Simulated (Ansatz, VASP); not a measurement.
One calculation of KF, two programs

INCAR

```
PREC = Accurate
ENCUT = 520
EDIFF = 1E-7
ISMEAR = 0
SIGMA = 0.05
LREAL = F
LASPH = T
NELM = 80
ALGO = Normal
ISIF = 2
LWAVE = F
LCHARG = F
GGA = CA
NBANDS = 15
```

File KPOINTS:

```
regular mesh
0
Gamma
  8 8 8
```

POSCAR

```
KF
1.0
    2.9860511742      0.0000000000      0.0000000000
    0.0000000000      2.9860511742      0.0000000000
    0.0000000000      0.0000000000      3.8818665265
K F
1 1
Direct
    0.0000000000      0.0000000000      0.0000000000
    0.5000000000      0.5000000000      0.5000000000
```

Input for Ansatz:

```yaml
crystal:
  lattice:
    - [2.9860511742, 0.0, 0.0]
    - [0.0, 2.9860511742, 0.0]
    - [0.0, 0.0, 3.8818665265]
  atoms:
    - { symbol: K, position: [0.0, 0.0, 0.0] }
    - { symbol: F, position: [0.5, 0.5, 0.5] }
basis:
  ecutwfc: 420
kpoints:
  mp_grid: { grid: [8, 8, 8] }
hamiltonian:
  xc: lda
scf:
  occupations: { method: gaussian, width: 0.05 }
output:
  forces: true
  stress: true
  eigenvalues: true
```

Alike in both runs: task single point; functional LDA; k mesh 8 × 8 × 8; occupations gaussian, width 0.05 eV; no spin polarisation.

|  | VASP | Ansatz |
| --- | --- | --- |
| version | VASP 6.6.1 | Ansatz 0.2.0 |
| potentials or method | VASP PAW LDA potentials, release 64 (K_sv, F) | scalar-relativistic, plane waves, PAW |
| plane-wave cutoff (eV) | 520 | 420 |
| valence electrons in the cell | 16 | 16 |

```csv
,VASP,Ansatz,Ansatz less VASP
gap on the k mesh at the Fermi level (eV),4.81,4.83,+0.014
least direct gap on the mesh (eV),4.91,4.93,+0.013
pressure (GPa),-5.5,-5.6,-0.09
largest component of the traceless stress (GPa),16.27,16.25,-0.020
```

A k mesh can miss the band edges. Expect the measured gap to be larger: semilocal functionals such as LDA lack the derivative discontinuity.
